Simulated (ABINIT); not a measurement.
# CuO (P-1) in ABINIT: single point with LDA

Aim: the single point of CuO with LDA.

Program: ABINIT 10.8.3 (patched build). These are calculated values, not measurements. Logs are shortened: lines on timing, memory, paths and dates and some standing lists are left out, and cuts for length are marked. The log counts tension as positive stress, the text compression.

**1. The structure**

The typed cell holds 4 atoms: a = 2.880 Å, b = 2.880 Å, c = 5.176 Å, α = 89.81°, β = 89.81°, γ = 89.22°.

The cell comes from a database or a generator and needn't be the stable form of this composition.

**2. Single point, LDA**

run.abi

```
pp_dirpath "./"
pseudos "Cu.upf, O.upf"

acell 3*1.0
rprim
     5.4414681974     0.0000000000     0.0000000000
     0.0738368116     5.4410496527     0.0000000000
     0.0330614886     0.0325881396     9.7818634150
ntypat 2
znucl 29 8
natom 4
typat 1 1 2 2
xred
     0.0000000000     0.5000000000     0.0000000000
     0.5000000000     0.0000000000     0.5000000000
     0.9984239700     0.0016717800     0.7498871000
     0.0015760300     0.9983282200     0.2501129000
chkprim 0
chksymtnons 0
tolsym 1.0e-6

ecut 1251.723767 eV

kptopt 1
ngkpt 7 7 4
nshiftk 1
shiftk 0.0 0.0 0.0

ixc 7

nband 30
occopt 3
tsmear 0.00183747

nstep 100
tolvrs 1.0e-10

iomode 3
prtwf 0
prtden 0
prteig 0
prtebands 0
enunit 1
```

Potentials or basis: PseudoDojo NC SR LDA v0.4.1 standard.

Command:

```console
$ mpirun --bind-to none -np 4 abinit run.abi > log 2>&1
```

run.abo:

```text
.Version 10.8.3 of ABINIT
 Symmetries : space group P-1 (#  2); Bravais aP (primitive triclinic)
================================================================================
 Values of the parameters that define the memory need of the present run
     intxc =       0    ionmov =       0      iscf =       7    lmnmax =       6
     lnmax =       6     mgfft =      60  mpssoang =       3    mqgrid =    3001
     natom =       4  nloc_mem =       1    nspden =       1   nspinor =       1
    nsppol =       1      nsym =       2    n1xccc =    2501    ntypat =       2
    occopt =       3   xclevel =       1
       mpw =        4342          nfft =       77760          nkpt =          99
================================================================================
================================================================================

--------------------------------------------------------------------------------
------------- Echo of variables that govern the present computation ------------
--------------------------------------------------------------------------------
 -outvars: echo values of preprocessed input variables --------
            acell      1.0000000000E+00  1.0000000000E+00  1.0000000000E+00 Bohr
              amu      6.35460000E+01  1.59994000E+01
          chkprim           0
      chksymtnons           0
             ecut      4.60000000E+01 Hartree
           enunit           1
                       outvar_i_n : Printing only first  50 k-points.
              ixc           7
                       outvar_i_n : Printing only first  50 k-points.
         kptrlatt        7    0    0      0    7    0      0    0    4
          kptrlen      3.80902774E+01
            natom           4
            nband          30
            ngfft          36      36      60
             nkpt          99
            nstep         100
             nsym           2
           ntypat           2
                       prtocc : prtvol=0, do not print more k-points.
           occopt           3
           prtden           0
        prtebands           0
           prteig           0
            prtwf           0
            rprim      5.4414681974E+00  0.0000000000E+00  0.0000000000E+00
                       7.3836811600E-02  5.4410496527E+00  0.0000000000E+00
                       3.3061488600E-02  3.2588139600E-02  9.7818634150E+00
          spgroup           2
           tolsym      1.00000000E-06
           tolvrs      1.00000000E-10
           tsmear      1.83747000E-03 Hartree
            typat      1  1  2  2
                       outvars : Printing only first  50 k-points.
           xangst      1.9536378999E-02  1.4396397388E+00  0.0000000000E+00
                       1.4484981741E+00  8.6224504052E-03  2.5881695979E+00
                       2.8881476676E+00  1.7745250504E-02  3.8816699882E+00
                       4.7921438651E-02  2.8787791280E+00  1.2946692077E+00
            xcart      3.6918405800E-02  2.7205248264E+00  0.0000000000E+00
                       2.7372648430E+00  1.6294069800E-02  4.8909317075E+00
                       5.4578081030E+00  3.3533663487E-02  7.3352931889E+00
                       9.0558394610E-02  5.4401041288E+00  2.4465702261E+00
             xred      1.7266209415E-18  5.0000000000E-01  0.0000000000E+00
                       5.0000000000E-01  1.1611239846E-19  5.0000000000E-01
                       9.9842397000E-01  1.6717800000E-03  7.4988710000E-01
                       1.5760300000E-03  9.9832822000E-01  2.5011290000E-01
            znucl       29.00000    8.00000

================================================================================

 chkinp: Checking input parameters for consistency.

================================================================================
== DATASET  1 ==================================================================

--- !DatasetInfo
iteration_state: {dtset: 1, }
dimensions: {natom: 4, nkpt: 99, mband: 30, nsppol: 1, nspinor: 1, nspden: 1, mpw: 4342, }
cutoff_energies: {ecut:  46.0, pawecutdg:  -1.0, }
electrons: {nelect:   5.00000000E+01, charge:   0.00000000E+00, occopt:   3.00000000E+00, tsmear:   1.83747000E-03, }
meta: {optdriver: 0, ionmov: 0, optcell: 0, iscf: 7, paral_kgb: 0, }
...

 Exchange-correlation functional for the present dataset will be:
  LDA: Perdew-Wang 92 LSD fit to Ceperley-Alder data - ixc=7
  J.P.Perdew and Y.Wang, PRB 45, 13244 (1992)

 Real(R)+Recip(G) space primitive vectors, cartesian coordinates (Bohr,Bohr^-1):
 R(1)=  5.4414682  0.0000000  0.0000000  G(1)=  0.1837739 -0.0024939 -0.0006128
 R(2)=  0.0738368  5.4410497  0.0000000  G(2)=  0.0000000  0.1837881 -0.0006123
 R(3)=  0.0330615  0.0325881  9.7818634  G(3)=  0.0000000  0.0000000  0.1022300
 Unit cell volume ucvol=  2.8961455E+02 bohr^3
 Angles (23,13,12)=  8.98065116E+01  8.98063492E+01  8.92225254E+01 degrees
[... 56 lines left out ...]
lattice_lengths: [   5.44147,    5.44155,    9.78197, ]
lattice_angles: [ 89.807,  89.806,  89.223, ] # degrees, (23, 13, 12)
lattice_volume:   2.8961455E+02
convergence: {deltae: -2.387E-12, res2:  4.136E-11, residm:  1.070E-04, diffor: null, }
etotal    :  -4.11867344E+02
entropy   :   0.00000000E+00
fermie    :   2.22855903E-01
cartesian_stress_tensor: # hartree/bohr^3
- [  2.26638179E-04,   5.40909187E-06,   1.48837359E-06, ]
- [  5.40909187E-06,   2.27574118E-04,   1.12807045E-06, ]
- [  1.48837359E-06,   1.12807045E-06,   4.26811244E-04, ]
pressure_GPa:  -8.6402E+00
xred      :
- [  1.7266E-18,   5.0000E-01,   0.0000E+00, Cu]
- [  5.0000E-01,   1.1611E-19,   5.0000E-01, Cu]
- [  9.9842E-01,   1.6718E-03,   7.4989E-01,  O]
- [  1.5760E-03,   9.9833E-01,   2.5011E-01,  O]
cartesian_forces: # hartree/bohr
- [ -0.00000000E+00,  -0.00000000E+00,  -0.00000000E+00, ]
- [ -0.00000000E+00,  -0.00000000E+00,  -0.00000000E+00, ]
- [  1.68068660E-04,  -1.98077398E-04,   1.66016996E-04, ]
- [ -1.68068660E-04,   1.98077398E-04,  -1.66016996E-04, ]
force_length_stats: {min:   0.00000000E+00, max:   3.08291052E-04, mean:   1.54145526E-04, }
...

 Integrated electronic density in atomic spheres:
 ------------------------------------------------
 Atom  Sphere_radius  Integrated_density
    1        2.00000         17.31282176
    2        2.00000         17.31340321
    3        2.00000          6.18406278
    4        2.00000          6.18406278
================================================================================

 ----iterations are completed or convergence reached----

 Mean square residual over all n,k,spin=   12.024E-08; max=  10.702E-05
 reduced coordinates (array xred) for    4 atoms
       0.000000000000      0.500000000000      0.000000000000
       0.500000000000      0.000000000000      0.500000000000
       0.998423970000      0.001671780000      0.749887100000
       0.001576030000      0.998328220000      0.250112900000
 rms dE/dt=  8.7613E-04; max dE/dt=  1.6231E-03; dE/dt below (all hartree)
    1       0.000000000000      0.000000000000      0.000000000000
    2       0.000000000000      0.000000000000      0.000000000000
    3      -0.000914540269      0.001065339303     -0.001623057205
    4       0.000914540269     -0.001065339303      0.001623057205

 cartesian coordinates (angstrom) at end:
    1      0.01953637899898     1.43963973882359     0.00000000000000
    2      1.44849817413890     0.00862245040517     2.58816959793605
    3      2.88814766762452     0.01774525050360     3.88166998820886
    4      0.04792143865123     2.87877912795393     1.29466920766324

 cartesian forces (hartree/bohr) at end:
    1     -0.00000000000000    -0.00000000000000    -0.00000000000000
    2     -0.00000000000000    -0.00000000000000    -0.00000000000000
    3      0.00016806866017    -0.00019807739786     0.00016601699589
    4     -0.00016806866017     0.00019807739786    -0.00016601699589
 frms,max,avg= 1.2585930E-04 1.9807740E-04   0.000E+00  0.000E+00  0.000E+00 h/b

 cartesian forces (eV/Angstrom) at end:
    1     -0.00000000000000    -0.00000000000000    -0.00000000000000
    2     -0.00000000000000    -0.00000000000000    -0.00000000000000
    3      0.00864243798961    -0.01018554932539     0.00853693717081
    4     -0.00864243798961     0.01018554932539    -0.00853693717081
 frms,max,avg= 6.4719452E-03 1.0185549E-02   0.000E+00  0.000E+00  0.000E+00 e/A
 length scales=  1.000000000000  1.000000000000  1.000000000000 bohr
              =  0.529177210544  0.529177210544  0.529177210544 angstroms
 Fermi (or HOMO) energy (eV) =   6.06422   Average Vxc (eV)= -12.47495
 Eigenvalues (   eV  ) for nkpt=  99  k points:
 kpt#   1, nband= 30, wtk=  0.00510, kpt=  0.0000  0.0000  0.0000 (reduced coord)
-105.87942 -105.87544  -63.85964  -63.85485  -63.82117  -63.81336  -63.50854  -63.50584
 -13.70353  -12.32283   -2.46106    0.41918    0.44807    2.19666    2.54372    2.54747
   2.65162    2.95309    3.22544    3.64916    3.65932    3.71459    3.80146    4.05900
   6.71583    6.74813    7.53219   12.14554   13.26318   19.51448
 prteigrs : prtvol=0 or 1, do not print more k-points.

--- !EnergyTerms
iteration_state     : {dtset: 1, }
comment             : Components of total free energy in Hartree
kinetic             :  1.95691052792788E+02
hartree             :  1.40731870580920E+02
xc                  : -5.41678722463538E+01
Ewald energy        : -2.40917465092524E+02
psp_core            :  9.67966009934758E+00
local_psp           : -3.90422885498660E+02
non_local_psp       : -7.24612080904895E+01
internal            : -4.11866847454972E+02
'-kT*entropy'       : -4.96577251120532E-04
total_energy        : -4.11867344032223E+02
total_energy_eV     : -1.12074813805672E+04
band_energy         : -4.27459843821894E+01
...

 Cartesian components of stress tensor (hartree/bohr^3)
  sigma(1 1)=  2.26638179E-04  sigma(3 2)=  1.12807045E-06
  sigma(2 2)=  2.27574118E-04  sigma(3 1)=  1.48837359E-06
  sigma(3 3)=  4.26811244E-04  sigma(2 1)=  5.40909187E-06

-Cartesian components of stress tensor (GPa)         [Pressure= -8.6402E+00 GPa]
- sigma(1 1)=  6.66792545E+00  sigma(3 2)=  3.31889784E-02
- sigma(2 2)=  6.69546172E+00  sigma(3 1)=  4.37894628E-02
- sigma(3 3)=  1.25572203E+01  sigma(2 1)=  1.59140977E-01

== END DATASET(S) ==============================================================
================================================================================

 -outvars: echo values of variables after computation  --------
            acell      1.0000000000E+00  1.0000000000E+00  1.0000000000E+00 Bohr
           etotal     -4.1186734403E+02
            fcart     -0.0000000000E+00 -0.0000000000E+00 -0.0000000000E+00
                      -0.0000000000E+00 -0.0000000000E+00 -0.0000000000E+00
                       1.6806866017E-04 -1.9807739786E-04  1.6601699589E-04
                      -1.6806866017E-04  1.9807739786E-04 -1.6601699589E-04
            rprim      5.4414681974E+00  0.0000000000E+00  0.0000000000E+00
                       7.3836811600E-02  5.4410496527E+00  0.0000000000E+00
                       3.3061488600E-02  3.2588139600E-02  9.7818634150E+00
           strten      2.2663817934E-04  2.2757411822E-04  4.2681124396E-04
                       1.1280704465E-06  1.4883735874E-06  5.4090918683E-06
           xangst      1.9536378999E-02  1.4396397388E+00  0.0000000000E+00
                       1.4484981741E+00  8.6224504052E-03  2.5881695979E+00
                       2.8881476676E+00  1.7745250504E-02  3.8816699882E+00
                       4.7921438651E-02  2.8787791280E+00  1.2946692077E+00
             xred      1.7266209415E-18  5.0000000000E-01  0.0000000000E+00
                       5.0000000000E-01  1.1611239846E-19  5.0000000000E-01
                       9.9842397000E-01  1.6717800000E-03  7.4988710000E-01
                       1.5760300000E-03  9.9832822000E-01  2.5011290000E-01
 Calculation completed.
```

Wall time 2.7 min (4 MPI ranks of Arm Neoverse V1, shared host); peak memory 0.48 GiB.

Results:

```yaml
Free_energy: -11207.4814 eV
Pressure: -8.6 GPa
Largest_force: 0.016 eV/Å
Band_gap_on_the_k_mesh: none (metal or under the smearing width)
Valence_electrons_inside_the_program's_atomic_spheres: Cu 17.31; O 6.18
```

Forces in eV/Å, atoms in the order of the input:
```
Cu   0.000  0.000  0.000
Cu   0.000  0.000  0.000
O    0.009 -0.010  0.009
O   -0.009  0.010 -0.009
```

Caveat: the run has no spin polarisation, though such a crystal can be magnetic; semilocal functionals often make such compounds metallic where correlation or magnetic order opens a gap, which also shifts bond lengths.
